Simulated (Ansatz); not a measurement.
# ZrC (Fm-3m) in Ansatz: notebook

One crystal, ZrC, is run at these levels: LDA, RPBE; tasks: band structure.

All numbers are computed with Ansatz 0.2.0; they aren't measurements. Logs are shortened: lines on timing, memory, paths and dates and some standing lists are left out, and cuts for length are marked.

### 1 Starting point

Symmetry: Fm-3m, No. 225, cubic system. Conventional cell: a = 4.730 Å, b = 4.730 Å, c = 4.730 Å, α = 90.00°, β = 90.00°, γ = 90.00°. Zr (site symmetry m-3m) is surrounded by 6 C at 2.37 Å. Around C (site symmetry m-3m) lie 6 Zr at 2.37 Å.

### 2 Band structure, LDA, spin-orbit coupling, no magnetisation

File input.yaml:

```yaml
crystal:
  lattice:
    - [0.0, 2.365, 2.365]
    - [2.365, 0.0, 2.365]
    - [2.365, 2.365, 0.0]
  atoms:
    - { symbol: Zr, position: [0.5, 0.5, 0.5] }
    - { symbol: C, position: [0.0, 0.0, 0.0] }
kpoints:
  mp_grid: { grid: [7, 7, 7] }
  band_path:
    path:
      - [0.0, 0.0, 0.0]
      - [0.5, 0.0, 0.5]
      - [0.5, 0.25, 0.75]
      - [0.375, 0.375, 0.75]
      - [0.0, 0.0, 0.0]
      - [0.5, 0.5, 0.5]
      - [0.625, 0.25, 0.625]
      - [0.5, 0.25, 0.75]
    npoints: 8
scf:
  occupations: { method: fermi_dirac, width: 0.05 }
hamiltonian:
  xc: lda
  pseudopotentials: { kind: all_electron, lapw: { basis_error: 0.001 } }
magnetization:
  noncollinear: true
  spin_orbit: true
output:
  forces: true
  stress: true
  eigenvalues: true
```

Potentials or basis: all-electron LAPW, relativistic spinors.

Launch:

```bash
$ ansatz run input.yaml --threads 1 --pin off --max-ram 3072MiB --backend cpu --events-out ev --progress --plain --runs-dir out
```

The program printed:

```text
Warning: RAYON_NUM_THREADS=1 ignored (pool sized by the plan → 1); use --threads N
LAPW: plane waves up to 8.219 Å⁻¹, error target 1.0e-3 eV per atom; Dirac's equation on spinors; C in spheres of 1.053 Å, 6 of its electrons in bands; Zr in spheres of 1.312 Å, 30 of its electrons in bands (how accurate: hamiltonian.pseudopotentials.lapw.basis_error, Limitations)
Engine: ansatz 0.2.0, aarch64-unknown-linux-gnu
Pseudopotentials: kind: all_electron
Pseudopotential: Zr, LAPW, valence charge 30, lapw/all_electron/dirac/gaussian/Zr, Dirac's equation, gaussian nucleus
Pseudopotential: C, LAPW, valence charge 6, lapw/all_electron/dirac/gaussian/C, Dirac's equation, gaussian nucleus
Functional definition: SPW92
  exchange = slater_x
  correlation = pw_c
non-collinear run that drives no moment, with spin-orbit: no starting moment large enough to seed its density (crystal.atoms[].spin), no starting occupations that ask for one, no magnetisation constraint and no magnetic field, so the semilocal B_xc is pinned to zero
Crystal: 2 atoms, lattice volume = 26.456 Å³
Basis set: ecut = 257.3718214686482 eV, 259 PW (Γ), exchange–correlation at level 2
Bands: 44, of which v1, the nominal top of the filled ones, is band 36 counted from 1 (35 counted from 0)
Symmetry: 48 space group operations + 48 with time reversal
Magnetic group: BNS 225.117 (UNI 1619), of the structure as read, at distance tolerance 3.0e-5 Å
k-points: 20 of 343
Non-local potential: Zr, projectors of the file, none
Non-local potential: C, projectors of the file, none
Initial density: superposition of atomic densities (chi_scale 0.1, normalization cell, long waves kept (reshape's long-wave potential 0.00 eV rms))
Initial wavefunctions: plane waves of lowest kinetic energy (no species holds an atomic orbital)
Functional: x = slater, c = lda
iter 1 solved again at ethr=1.56e-2 eV; its pass at ethr=1.00e-1 eV (dr2=5.60e0 eV) is discarded
SCF iter   1: F=—  HF=-98865.133501 eV  |F-HF|=—  |Δ(HF+E_count)|=         —  Δρ=1.20e-1  dr2=5.60e0  dr2_m=0.00e0 (ungated)  ethr=1.56e-2  |M|=0.00e0 ∫|m|=0.00e0 μB  β_m=0.30  ⟨swp⟩=2.0  Hψ=5577  notcnv=0
preconditioner: auto → none  [insulator: Δε(μ)=0.301 eV  Ē_g=18.159 eV  σ=0.050 eV  W_gap=0.58  n_scr=14 (ndim 8)  ℏωp=27.0 eV  f_vac=0.000  D(μ)=0.23/eV (n_scr^D=0)  ε∞_Penn≈3.2]
iter 2 solved again at ethr=6.93e-5 eV; its pass at ethr=1.56e-2 eV (dr2=2.50e-2 eV) is discarded
SCF iter   2: F=—  HF=-98863.279607 eV  |F-HF|=—  |Δ(HF+E_count)|=    1.85e0  Δρ=1.50e-2  dr2=2.49e-2  dr2_m=0.00e0 (ungated)  ethr=6.93e-5  |M|=0.00e0 ∫|m|=0.00e0 μB  β_m=0.29  ⟨swp⟩=2.5  Hψ=4416  notcnv=0
preconditioner: auto → Kerker (q_TF=auto, 2.872 Å⁻¹)  [metal: Δε(μ)=0.116 eV  Ē_g=8.329 eV  σ=0.050 eV  W_gap=0.42  n_scr=14 (ndim 8)  ℏωp=20.4 eV  f_vac=0.000  D(μ)=0.35/eV (n_scr^D=0)]
spin=Noncollinear: Kerker preconditioning applied to the charge; magnetization (m_x, m_y, m_z) channels mix plain (no charge-response kernel on spin).
SCF iter   3: F=—  HF=-98863.236907 eV  |F-HF|=—  |Δ(HF+E_count)|=         —  Δρ=1.41e-2  dr2=5.48e-2  dr2_m=0.00e0 (ungated)  ethr=6.93e-5  |M|=0.00e0 ∫|m|=0.00e0 μB  β_m=0.53  ⟨swp⟩=3.0  Hψ=2954  notcnv=0
the basis was enlarged: its passes take 2.3 MiB over the memory plan, 1 of 1 planned eigensolver slots
SCF iter   4: F=—  HF=-98863.222405 eV  |F-HF|=—  |Δ(HF+E_count)|=   1.45e-2  Δρ=2.47e-3  dr2=1.13e-3  dr2_m=0.00e0 (ungated)  ethr=6.93e-5  |M|=0.00e0 ∫|m|=0.00e0 μB  β_m=0.52  ⟨swp⟩=2.0  Hψ=2746  notcnv=0
SCF iter   5: F=—  HF=-98863.222067 eV  |F-HF|=—  |Δ(HF+E_count)|=   3.38e-4  Δρ=1.16e-3  dr2=2.23e-4  dr2_m=0.00e0 (ungated)  ethr=3.14e-6  |M|=0.00e0 ∫|m|=0.00e0 μB  β_m=0.76  ⟨swp⟩=2.0  Hψ=2700  notcnv=0
SCF iter   6: F=—  HF=-98863.222054 eV  |F-HF|=—  |Δ(HF+E_count)|=   1.28e-5  Δρ=3.38e-4  dr2=1.87e-5  dr2_m=0.00e0 (ungated)  ethr=6.18e-7  |M|=0.00e0 ∫|m|=0.00e0 μB  β_m=0.77  ⟨swp⟩=3.0  Hψ=2790  notcnv=0
SCF iter   7: F=—  HF=-98863.222032 eV  |F-HF|=—  |Δ(HF+E_count)|=   2.24e-5  Δρ=1.09e-4  dr2=2.11e-6  dr2_m=0.00e0 (ungated)  ethr=5.20e-8  |M|=0.00e0 ∫|m|=0.00e0 μB  β_m=0.87  ⟨swp⟩=2.0  Hψ=2700  notcnv=0
SCF iter   8: F=—  HF=-98863.222030 eV  |F-HF|=—  |Δ(HF+E_count)|=   1.57e-6  Δρ=3.27e-5  dr2=3.48e-7  dr2_m=0.00e0 (ungated)  ethr=5.87e-9  |M|=0.00e0 ∫|m|=0.00e0 μB  β_m=0.94  ⟨swp⟩=2.7  Hψ=2729  notcnv=0
SCF iter   9: F=-98863.222030 eV  HF=-98863.222030 eV  |F-HF|=5.94e-9  |Δ(HF+E_count)|=   7.47e-8  Δρ=7.15e-6  dr2=1.81e-8  dr2_m=0.00e0 (ungated)  ethr=9.67e-10  |M|=0.00e0 ∫|m|=0.00e0 μB  ⟨swp⟩=2.0  Hψ=2702  notcnv=0
SCF 1 converged in 9 iterations: F = -98863.222030 eV  dr2 = 1.81e-8
NSCF: frozen V_eff on 57 k-points
SCF converged after 9 iterations
Magnetization: |M| = 0.0000 μB,  M = (+0.0000, +0.0000, +0.0000) μB
Absolute magnetization: 0.0000 μB (∫|m|)
  site 0: m = (+0.0000, +0.0000, +0.0000) μB, |m| = 0.0000 μB  (R = 1.31 Å)
  site 1: m = (+0.0000, +0.0000, +0.0000) μB, |m| = 0.0000 μB  (R = 1.05 Å)
Free energy (F): -98863.222030 eV
Harris-Foulkes:  -98863.222030 eV  (|F-HF|=5.94e-9)
Internal energy: -98863.218701 eV  (E = F + TS)
E sigma→0 (E₀):  -98863.220366 eV
Entropy (-TS):   -0.003329 eV (-1.664 meV/atom)
Fermi energy:    15.841298 eV
--- Per-component energies (eV) ---
  E_band       = -4574.847971
  E_kinetic    = 102086.149253
  E_xc         = -3142.376016
  E_electrostatic = -197806.991938  (all electrons and nuclei)
  E_smearing   = -0.003329  (= −TS)
  E_closure    = 0.000000  (closes the sum)
  E_atoms      = -98843.181241  (free atoms, spherical and without spin; not in F)
  Σ components = -98863.222030   (vs F -98863.222030, Δ=0.00e0)
  Basis errors (estimates in eV, not in F): energy 3.1e-4 per atom: plane waves 2.8e-4 (1.6e-4 summed), levels above the bands 4.0e-27, relativity 5.9e-9, radial functions 3.3e-5, core shells 2.2e-12; eigenvalues (radial functions only) 3.7e-6; not estimated: angular momenta, meshes, grids; target (lapw.basis_error) 1.0e-3; muffin-tin radii C 1.053 Å, Zr 1.312 Å
--- Forces (eV/Å), atoms counted from 1 ---
  atom   1  Zr     0.00000000    -0.00000000    -0.00000000
  atom   2  C     -0.00000000    -0.00000000    -0.00000000
  max |Σ_I F_I| component: 9.82e-25 eV/Å
--- Stress (GPa, compression-positive) ---
      -12.439748       0.000000       0.000000
        0.000000     -12.439748      -0.000000
        0.000000      -0.000000     -12.439748
  P = ⅓ Tr σ = -12.4397 GPa (-124.397 kbar)
--- Band table (eV; the first three rows and the last of 20) ---
  k-point 0: bands = ["-380.7816", "-380.7816", "-303.7497", "-303.7497", "-290.0841", "-290.0841", "-290.0841", "-290.0841", "-245.9385", "-245.9385", "-153.7132", "-153.7132", "-153.7132", "-153.7132", "-151.2200", "-151.2200", "-151.2115", "-151.2115", "-151.2115", "-151.2115", "-32.1131", "-32.1131", "-11.1378", "-11.1378", "-9.3176", "-9.3176", "-9.3176", "-9.3176", "4.7896", "4.7896", "16.7903", "16.7903", "16.8515", "16.8515", "16.8515", "16.8515", "16.8989", "16.8989", "16.8989", "16.8989", "16.9723", "16.9723", "18.6404", "18.6404"]
  k-point 1: bands = ["-380.7816", "-380.7816", "-303.7497", "-303.7497", "-290.0841", "-290.0841", "-290.0841", "-290.0841", "-245.9385", "-245.9385", "-153.7132", "-153.7132", "-153.7132", "-153.7132", "-151.2200", "-151.2200", "-151.2115", "-151.2115", "-151.2115", "-151.2115", "-32.0954", "-32.0954", "-11.1952", "-11.1952", "-9.4365", "-9.4365", "-9.3329", "-9.3329", "5.2327", "5.2327", "14.8644", "14.8644", "15.2989", "15.2989", "15.3074", "15.3074", "17.5242", "17.5242", "17.5254", "17.5254", "18.0008", "18.0008", "20.4844", "20.4844"]
  k-point 2: bands = ["-380.7816", "-380.7816", "-303.7497", "-303.7497", "-290.0841", "-290.0841", "-290.0841", "-290.0841", "-245.9385", "-245.9385", "-153.7132", "-153.7132", "-153.7132", "-153.7132", "-151.2200", "-151.2200", "-151.2115", "-151.2115", "-151.2115", "-151.2115", "-32.0553", "-32.0553", "-11.3380", "-11.3380", "-9.6718", "-9.6718", "-9.3669", "-9.3669", "6.3532", "6.3532", "12.6707", "12.6707", "13.8621", "13.8621", "13.8782", "13.8782", "18.7027", "18.7027", "18.7109", "18.7109", "18.8883", "18.8883", "23.1946", "23.1946"]
  k-point 19: bands = ["-380.7816", "-380.7816", "-303.7497", "-303.7497", "-290.0841", "-290.0841", "-290.0841", "-290.0841", "-245.9385", "-245.9385", "-153.7132", "-153.7132", "-153.7132", "-153.7132", "-151.2200", "-151.2200", "-151.2115", "-151.2115", "-151.2115", "-151.2115", "-31.9892", "-31.9892", "-11.5069", "-11.5069", "-9.8530", "-9.8530", "-9.6576", "-9.6576", "6.7343", "6.7343", "12.8320", "12.8320", "13.5666", "13.5666", "13.8572", "13.8572", "18.4667", "18.4667", "19.6644", "19.6644", "21.3148", "21.3148", "22.9426", "22.9426"]
```

Wall time 39 s (1 thread of Arm Neoverse V2, shared host); peak memory 0.36 GiB.

Results:

| Item | Value |
| --- | --- |
| Free energy | -98863.2220 eV |
| Pressure | -12.4 GPa |
| Band gap along the path | none (metal or under the smearing width) |

Levels at the corners of the path, in eV from the Fermi level:
```csv
point,band 34,band 35,band 36,band 37,band 38,band 39
Γ,1.01,1.01,1.01,1.06,1.06,1.06
X,-1.70,0.05,0.05,0.17,0.17,4.40
W,-2.35,-2.20,-2.20,3.24,3.24,3.26
K,-2.22,-1.48,-1.48,1.51,1.51,4.78
Γ,1.01,1.01,1.01,1.06,1.06,1.06
L,-2.83,-2.81,-2.81,4.41,4.41,4.41
U,-2.22,-1.48,-1.48,1.51,1.51,4.78
W,-2.35,-2.20,-2.20,3.24,3.24,3.26
```

Caveat: the k mesh is thin for a metal, which can move the energy by tens of meV per atom.

### 3 Band structure, RPBE

input.yaml: that of step 2 with these lines changed.

```diff
@@ -9,3 +9,3 @@
 kpoints:
-  mp_grid: { grid: [7, 7, 7] }
+  mp_grid: { grid: [10, 10, 10] }
   band_path:
@@ -20,3 +20,3 @@
       - [0.5, 0.25, 0.75]
-    npoints: 8
+    npoints: 12
 scf:
@@ -24,7 +24,4 @@
 hamiltonian:
-  xc: lda
+  xc: rpbe
   pseudopotentials: { kind: all_electron, lapw: { basis_error: 0.001 } }
-magnetization:
-  noncollinear: true
-  spin_orbit: true
 output:
```

Potentials or basis: all-electron LAPW, scalar-relativistic.

Launch:

```bash
$ ansatz run input.yaml --threads 1 --pin off --max-ram 3072MiB --backend cpu --events-out ev --progress --plain --runs-dir out
```

Wall time 8.5 s (1 thread of Arm Neoverse V2, shared host); peak memory 0.27 GiB.

The run converged. Its results:

* Free energy: -98973.7672 eV
* Pressure: 0.4 GPa
* Band gap along the path: none (metal or under the smearing width)

Levels at the corners of the path, in eV from the Fermi level:
| point | band 16 | band 17 | band 18 | band 19 | band 20 | band 21 |
| --- | --- | --- | --- | --- | --- | --- |
| Γ | 0.92 | 0.92 | 0.92 | 1.09 | 1.09 | 1.09 |
| X | -2.11 | -1.70 | 0.03 | 0.03 | 4.32 | 5.52 |
| W | -2.61 | -2.35 | -2.35 | 3.23 | 3.23 | 5.53 |
| K | -3.01 | -2.31 | -1.56 | 1.49 | 4.77 | 5.28 |
| Γ | 0.92 | 0.92 | 0.92 | 1.09 | 1.09 | 1.09 |
| L | -5.23 | -2.88 | -2.88 | 4.40 | 4.40 | 5.22 |
| U | -3.01 | -2.31 | -1.56 | 1.49 | 4.77 | 5.28 |
| W | -2.61 | -2.35 | -2.35 | 3.23 | 3.23 | 5.53 |
